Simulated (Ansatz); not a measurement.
Si:

```
CELL_PARAMETERS angstrom
0.00000 2.72185 2.72185
2.72185 0.00000 2.72185
2.72185 2.72185 0.00000
ATOMIC_POSITIONS crystal
Si 0.50000 0.50000 0.50000
Si 0.75000 0.75000 0.75000
```

Base run:

```yaml
Program: Ansatz 0.2.0
Functional: PBE
Potentials_or_basis: all-electron PAW datasets made for the crystal
Cutoff: 200 eV
Density_cutoff: 800 eV
k_mesh: 8 × 8 × 8
Occupations: fixed
Spin: no spin polarisation
```

Its results: band gap on the k mesh 0.63 eV, indirect (least direct gap 2.56 eV).

Problem. The run is repeated on the same cell with these changes: functional from PBE to PBEsol. What comes out?

Solution. Band gap on the k mesh 0.52 eV, indirect (least direct gap 2.52 eV).

Caveats: the program warned that the printed levels may be off, so bands, gaps and densities of states are rough (some runs); the gap is small at this level, which inflates the dielectric constant (some runs).

A k mesh can miss the band edges.

Not every run made on this cell is shown here.
